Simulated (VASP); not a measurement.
**Ge (strained diamond), PBE single-point calculation: Ansatz's output and VASP's**

```
Ge
1.0
    -0.04101    2.84268    2.84268
     2.84268   -0.04101    2.84268
     2.84268    2.84268   -0.04101
Ge
2
Direct
  0.99911 0.99911 0.99911
  0.25089 0.25089 0.25089
```

Ansatz printed

```
SCF 1 converged in 6 iterations: F = -8589.949678 eV  dr2 = 1.46e-9
  greatest PAW one-centre occupation: 0.998 electrons in one spin orbital (limit 2), on the Ge atom at site 1 (counted from 0), in its partial waves of l = 2
NSCF: frozen V_eff on 6 k-points
SCF converged after 6 iterations
Free energy (F): -8589.949678 eV
Harris-Foulkes:  -8589.949678 eV  (|F-HF|=1.95e-9)
Internal energy: -8589.949528 eV  (E = F + TS)
E sigma→0 (E₀):  -8589.949603 eV
Entropy (-TS):   -0.000150 eV (-0.075 meV/atom)
Fermi energy:    8.053666 eV
--- Per-component energies (eV) ---
  E_band       = -309.717039
  E_kinetic    = 222.242310
  E_local      = -4992.386374  (includes V_loc(G=0)·N_el)
  E_nonlocal   = 836.666227
  E_hartree    = 2188.959426
  E_xc         = -150.825034
  E_vxc        = -128.785918  (∫ρ·V_xc dr)
  E_paw        = -4039.470184  (= ΣΔE_a)
  E_vpaw       = -625.374862  (= ΣTr[D̂ρ^β])
  E_aug_tail   = 0.000635  (compensation charges beyond the density's cutoff)
  E_ewald      = -2655.136533
  E_smearing   = -0.000150  (= −TS)
  E_closure    = -0.000000  (closes the sum)
  Σ components = -8589.949678   (vs F -8589.949678, Δ=0.00e0)
--- Forces (eV/Å), atoms counted from 1 ---
  atom   1  Ge    -0.01810449    -0.01810449    -0.01810449
  atom   2  Ge     0.01810449     0.01810449     0.01810449
  max |Σ_I F_I| component: 3.47e-18 eV/Å
--- Stress (GPa, compression-positive) ---
        1.175215       0.779572       0.779572
        0.779572       1.175215       0.779572
        0.779572       0.779572       1.175215
  P = ⅓ Tr σ = 1.1752 GPa (11.752 kbar)
--- Band table (eV; the first three rows and the last of 65) ---
  k-point 0: bands = ["-16.6528", "-16.6383", "-16.6383", "-16.6102", "-16.6102", "-16.4234", "-16.4234", "-16.4073", "-16.4073", "-16.4051", "-4.3953", "7.7966", "8.0574", "8.0574", "8.2120", "10.5733", "10.5733", "10.8057"]
  k-point 1: bands = ["-16.6580", "-16.6468", "-16.6372", "-16.6007", "-16.5997", "-16.4318", "-16.4270", "-16.4216", "-16.3996", "-16.3915", "-4.2137", "5.6572", "7.7515", "7.8742", "9.0127", "10.9992", "11.1761", "11.4656"]
  k-point 2: bands = ["-16.6656", "-16.6571", "-16.6330", "-16.5854", "-16.5846", "-16.4417", "-16.4397", "-16.4293", "-16.3909", "-16.3812", "-3.6883", "3.4001", "7.2457", "7.3422", "8.7164", "11.6357", "11.7702", "13.5197"]
  k-point 64: bands = ["-16.6601", "-16.6601", "-16.6271", "-16.5688", "-16.5688", "-16.4553", "-16.4553", "-16.4346", "-16.3853", "-16.3853", "-2.2870", "0.6834", "6.6520", "6.6520", "7.9750", "11.7417", "11.7417", "15.0881"]
```

Datasets and cutoffs are each program's own. VASP's cell holds 28 valence electrons and Ansatz's 28. Ansatz's stress includes a Pulay correction; VASP's doesn't.

Question: What does VASP give for the same cell and level of theory?

Answer: gap between bands v and c -0.08 eV (bands overlap: a metal); least direct gap 0.15 eV; pressure 1.1 GPa; largest force 0.03 eV/Å.

From OUTCAR

```
k-points           NKPTS =     65   k-points in BZ     NKDIM =     65   number of bands    NBANDS=     21

   NELECT =      28.0000    total number of electrons

   dimension x,y,z NGX =    30 NGY =   30 NGZ =   30
   dimension x,y,z NGXF=    60 NGYF=   60 NGZF=   60

  energy-cutoff  :      520.00
  volume of cell :       46.94
      direct lattice vectors                 reciprocal lattice vectors
    -0.041005624  2.842676301  2.842676301    -0.172129785  0.174649099  0.174649099
     2.842676301 -0.041005624  2.842676301     0.174649099 -0.172129785  0.174649099
     2.842676301  2.842676301 -0.041005624     0.174649099  0.174649099 -0.172129785

 k-points in reciprocal lattice and weights: KPOINTS created by Atomic Simulation Env
   0.00000000  0.00000000  0.00000000       0.002
   0.12500000  0.00000000  0.00000000       0.012
   0.25000000  0.00000000  0.00000000       0.012
   0.37500000  0.00000000  0.00000000       0.012
   0.50000000  0.00000000  0.00000000       0.006
   0.12500000  0.12500000 -0.00000000       0.012
   0.25000000  0.12500000  0.00000000       0.023
   0.37500000  0.12500000  0.00000000       0.023
   ...

 E-fermi :   4.5950

 k-point     1 :       0.0000    0.0000    0.0000
  band No.  band energies     occupation
      1     -20.1264      2.00000
      2     -20.1119      2.00000
      3     -20.1119      2.00000
      4     -20.0833      2.00000
      5     -20.0833      2.00000
      6     -19.8975      2.00000
      7     -19.8975      2.00000
      8     -19.8809      2.00000
      9     -19.8809      2.00000
     10     -19.8793      2.00000
     11      -7.8529      2.00000
     12       4.3411      1.99999
     13       4.5982      0.92058
     14       4.5982      0.92057
     15       4.7530      0.00074
     16       7.1189      0.00000
     17       7.1189      0.00000
     18       7.3513      0.00000
     19      10.9981      0.00000
     20      14.0391      0.00000
     21      14.0391      0.00000

 k-point     2 :       0.1250    0.0000    0.0000
  band No.  band energies     occupation
      1     -20.1316      2.00000
      2     -20.1203      2.00000
      3     -20.1108      2.00000
      4     -20.0739      2.00000
      5     -20.0729      2.00000
      6     -19.9058      2.00000
      7     -19.9010      2.00000
      8     -19.8955      2.00000
      9     -19.8735      2.00000
     10     -19.8655      2.00000
     11      -7.6714      2.00000
     12       2.1989      2.00000
     13       4.2924      2.00000
     14       4.4153      1.99975
     15       5.5569      0.00000
     16       7.5450      0.00000
     17       7.7217      0.00000
     18       8.0108      0.00000
     19      11.8684      0.00000
     20      13.1447      0.00000
     21      13.2536      0.00000

 k-point     3 :       0.2500    0.0000    0.0000
  band No.  band energies     occupation
      1     -20.1392      2.00000
      2     -20.1307      2.00000
      3     -20.1067      2.00000
      4     -20.0587      2.00000
      5     -20.0579      2.00000
      6     -19.9154      2.00000
      7     -19.9134      2.00000
      8     -19.9034      2.00000
      9     -19.8649      2.00000
     10     -19.8553      2.00000
     11      -7.1461      2.00000
     12      -0.0586      2.00000
     13       3.7867      2.00000
     14       3.8833      2.00000
     15       5.2608      0.00000
     16       8.1826      0.00000
     17       8.3167      0.00000
     18      10.0652      0.00000
     19      12.6178      0.00000
     20      12.8299      0.00000
     21      13.0810      0.00000

 k-point     4 :       0.3750    0.0000    0.0000
  band No.  band energies     occupation
      1     -20.1432      2.00000
      2     -20.1362      2.00000
      3     -20.1022      2.00000
      4     -20.0510      2.00000
      5     -20.0467      2.00000
      6     -19.9227      2.00000
      7     -19.9192      2.00000
      8     -19.9087      2.00000
      9     -19.8603      2.00000
     10     -19.8499      2.00000
     11      -6.3830      2.00000
     12      -1.9182      2.00000
     13       3.4267      2.00000
     14       3.5048      2.00000
     15       4.9194      0.00000
     16       8.3777      0.00000
     17       8.4796      0.00000
     18      11.8541      0.00000
     19      12.7105      0.00000
     20      13.8672      0.00000
     21      14.2637      0.00000

 ...

  Total        0.3337722      0.3337722      0.3337722      0.2289049      0.2289049      0.2289049
  in kB       11.3933737     11.3933737     11.3933737      7.8137097      7.8137097      7.8137097
  external PRESSURE =      11.3933737 kB  Pullay stress =       0.0000000 kB

 POSITION                                       TOTAL-FORCE (eV/Angst)
 -----------------------------------------------------------------------------------
      5.63935      5.63935      5.63935        -0.017657     -0.017657     -0.017657
      1.41609      1.41609      1.41609         0.017657      0.017657      0.017657
 -----------------------------------------------------------------------------------
    total drift:                                0.000000      0.000000      0.000000

  FREE ENERGIE OF THE ION-ELECTRON SYSTEM (eV)
  ---------------------------------------------------
  free  energy   TOTEN  =        -9.0186305786 eV

  energy  without entropy=       -9.0184824996  energy(sigma->0) =       -9.01855654
```
